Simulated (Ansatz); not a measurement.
# GaAs (F-43m), two-dimensional strain map

Theory: Ansatz, DFT r2SCAN, scalar-relativistic, plane waves, PAW. The runs took a 500 eV cutoff, a Γ-centred 8×8×8 mesh and Gaussian smearing (0.05 eV). No spin polarisation. Energies are free energies at this smearing, counted from the undisturbed cell; pressure is positive in compression.

Reference structure (relaxed at this level):

```
CELL_PARAMETERS angstrom
0.00000 2.83320 2.83320
2.83320 0.00000 2.83320
2.83320 2.83320 0.00000
ATOMIC_POSITIONS crystal
Ga 0.00000 0.00000 0.00000
As 0.75000 0.75000 0.75000
```

The cell is strained by p along both x and y and by q along z, fractional coordinates fixed. Points are written (p, q).

Energy above the undisturbed cell in meV/atom (a dash: not computed):

```
 p \ q  -0.050  -0.025  0.000  0.025  0.050
-0.050   138.9    95.9   67.4      ?   50.5
-0.025    60.3    31.7   15.8      ?   19.1
 0.000    21.7     5.3    0.0    5.1   20.0
 0.025    16.7       ?   14.0   26.5   47.5
 0.050    39.6       ?   52.5   70.9   96.6
```

Q: Fill in the withheld energies.

A: (-0.050, 0.025): 52.6; (-0.025, 0.025): 11.9; (0.025, -0.025): 10.5; (0.050, -0.025): 41.9.